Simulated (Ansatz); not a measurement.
**CdI₂ (P-3m1) by several functionals**

All numbers come from the PAW code Ansatz. No magnetic order and no zero-point or thermal motion.

Structure: CdI₂ (P-3m1) from a database of computed structures, at its r2SCAN+rVV10 minimum. The symmetry is P-3m1 (No. 164, trigonal); conventional cell a = 4.248 Å, c = 41.327 Å, 35.89 Å³ an atom. Cd has 6 I at 2.99–3.00 Å; Cd has 6 I at 3.00 Å; I has 3 Cd at 3.00 Å; I has 3 Cd at 2.99 Å (further sites aren't listed).

```xyz
18
Lattice="4.2485 0.0000 0.0000 -2.1242 3.6793 0.0000 0.0000 0.0000 41.3275" Properties=species:S:1:pos:R:3 pbc="T T T"
Cd    0.0000    2.4529   10.3327
Cd    0.0000    0.0000   17.2209
Cd    0.0000    0.0000    3.4443
Cd    0.0000    0.0000   24.1065
Cd    0.0000    0.0000   37.8831
Cd    2.1242    1.2264   30.9948
I     2.1242    1.2264   15.5021
I     0.0000    2.4529    5.1631
I     2.1242    1.2264   36.1644
I     0.0000    2.4529   39.6019
I     2.1242    1.2264   22.3880
I     0.0000    2.4529   18.9394
I     0.0000    2.4529   32.7136
I     2.1242    1.2264    8.6139
I     0.0000    0.0000   29.2763
I     0.0000    2.4529   25.8253
I     0.0000    0.0000   12.0511
I     2.1242    1.2264    1.7256
```

Relaxed lattice by functional, symmetry kept:
```csv
functional,k mesh,a (Å),c (Å),volume (Å³/atom)
PBE-D3(BJ),6×6×1,4.241,40.971,35.45
r2SCAN+rVV10,6×6×1,4.248,41.327,35.89
```

Gaps on the r2SCAN+rVV10 cell, each the least over its mesh and the special points:

| level | k mesh | gap (eV) | kind | edges | least direct gap (eV) |
| --- | --- | --- | --- | --- | --- |
| PBE+SOC | 12×12×1 | 1.96 | indirect | Γ → M | 2.15 |
| r2SCAN | 12×12×1 | 2.71 | indirect | (0, 1/8, -0.411) → M | 2.85 |
| HSE06 | 6×6×1 | 3.21 | indirect | (0, 1/8, -0.411) → M | 3.37 |
| PBE0 | 6×6×1 | 3.90 | indirect | (0, 1/8, -0.411) → M | 4.06 |

Wave cutoffs: 420 eV, 500 eV (r2SCAN).
Points off the special ones are mesh points or PBE's searched band edges, reused at the other levels. PBE's own run along the path (2.27 eV) came before the search for the edges and missed one, so it isn't listed.

The HSE06 gap is indirect, 3.21 eV (k = (0, 1/8, -0.411) to M), below the direct gap of 3.37 eV at M.

Among these functionals the gap stays indirect.

Only the levels marked +SOC include spin-orbit coupling.

Coordinates of k points refer to the reciprocal vectors of the primitive cell of the runs.

The meshes of the hybrids are coarse, so their gaps aren't converged to the digits shown.
